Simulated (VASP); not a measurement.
Runs of VASP 6.6.1 on FeO (Wuestite). The structure is cubic, space group Fm-3m (No. 225). The conventional cell has a = 4.311 Å, b = 4.311 Å, c = 4.311 Å, α = 90.00°, β = 90.00°, γ = 90.00°. Around Fe (site symmetry m-3m) lie 6 O at 2.16 Å. O (site symmetry m-3m) is surrounded by 6 Fe at 2.16 Å. 

```csv
level,gap on the mesh (eV),pressure (GPa),moment (μB),relaxed volume (Å³/atom)
PBE+rVV10,none,0.0,4.00,9.89
PBE,none,0.1,4.00,10.00
PBE+dDsC,none,0.0,4.00,9.72
PBE+TS,none,-0.1,4.00,9.72
PBE+MBD,none,0.0,4.00,9.66
PBE+MBD-FI,none,0.0,4.00,9.67
PBE+TS-HI,none,0.0,4.00,(a)
PBE+D3,none,0.0,4.00,9.85
PBE+D2,none,0.0,4.00,9.96
PBE+D3(BJ),none,0.0,4.00,9.82
PBE+D4,none,0.0,4.00,(b)
```

Alike in all rows: task relaxation of cell and atoms; potentials or basis VASP PAW PBE potentials, release 64 (Fe, O); spin collinear, ferromagnetic start; cell relaxed; k mesh 8 × 8 × 8; cutoff (eV) 600; smearing fermi-dirac 0.05 eV.

Question: Estimate the missing entries.

Answer: (a) 9.90; (b) 9.84.

Caveats: a cell with one magnetic atom can't hold antiferromagnetic order, which such compounds often take; semilocal functionals often make such compounds metallic where correlation or magnetic order opens a gap, which also shifts bond lengths; pairwise dispersion overbinds metals, which lowers pressure and volume (some runs); atom-pairwise D2, TS and ULG terms overbind metals (some runs).

A gap of «none» marks a metal or a gap under the smearing width.
